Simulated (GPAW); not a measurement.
CuO:

```
CELL_PARAMETERS angstrom
3.42205 0.00000 0.00000
0.00000 3.42205 0.00000
0.00000 0.00000 4.26046
ATOMIC_POSITIONS crystal
Cu 0.00000 0.50000 0.00000
Cu 0.50000 0.00000 0.50000
O 0.00000 0.00000 0.25000
O 0.00000 0.00000 0.75000
```

Measurements of this composition are mostly on another form, of space group No. 15.

- Program: GPAW 26.7.0
- Task: relaxation of cell and atoms
- Functional: PBEsol
- Dispersion: D4
- Potentials or basis: PAW data sets generated in the run's folder for this functional
- Cutoff: 800 eV
- Basis: pw
- k mesh: 6 × 6 × 5
- Occupations: fermi-dirac, width 0.05 eV
- Spin: no spin polarisation

At the start: pressure -9.3 GPa; volume 12.47 Å³/atom.

Question: How do energy, volume and symmetry change on relaxing?

Answer: Over 11 steps the energy falls by 408.1 meV/atom and the volume is 10.67 Å³/atom (-14.5 %); space group P4_2/mmc (No. 131, to 0.05 Å).

Step by step:
```tsv
step	energy change (eV)	largest force (eV/Å)	pressure (GPa)	volume (Å³)
1	0.0000	0.0000	-9.29	49.89
2	-0.0885	0.0000	-8.77	49.51
3	-0.7778	0.0001	-3.46	46.39
4	-1.2580	0.0001	3.54	43.59
5	-1.4726	0.0001	11.28	41.16
6	-1.5145	0.0000	11.64	40.81
7	-1.5813	0.0001	8.32	40.95
8	-1.6158	0.0001	3.70	41.67
9	-1.6296	0.0001	0.77	42.38
10	-1.6324	0.0000	-0.04	42.66
11	-1.6325	0.0000	-0.02	42.67
```

Final structure:
```cif
data_structure
_symmetry_space_group_name_H-M 'P 1'
_symmetry_Int_Tables_number 1
_cell_length_a 2.8862
_cell_length_b 2.8862
_cell_length_c 5.1222
_cell_angle_alpha 90.000
_cell_angle_beta 90.000
_cell_angle_gamma 90.000
_cell_volume 42.67
loop_
_atom_site_label
_atom_site_type_symbol
_atom_site_fract_x
_atom_site_fract_y
_atom_site_fract_z
_atom_site_occupancy
Cu1 Cu 0.00000 0.50000 0.00000 1
Cu2 Cu 0.50000 0.00000 0.50000 1
O1 O 0.00000 0.00000 0.25000 1
O2 O 0.00000 0.00000 0.75000 1
```

Caveat: with this Cu data set, volumes or pressures lay over 1.5 % or 2 GPa off other programs in two to four cells of ten; later steps reuse the first step's grids; the run has no spin polarisation, though such a crystal can be magnetic; pairwise dispersion overbinds metals, which lowers pressure and volume.
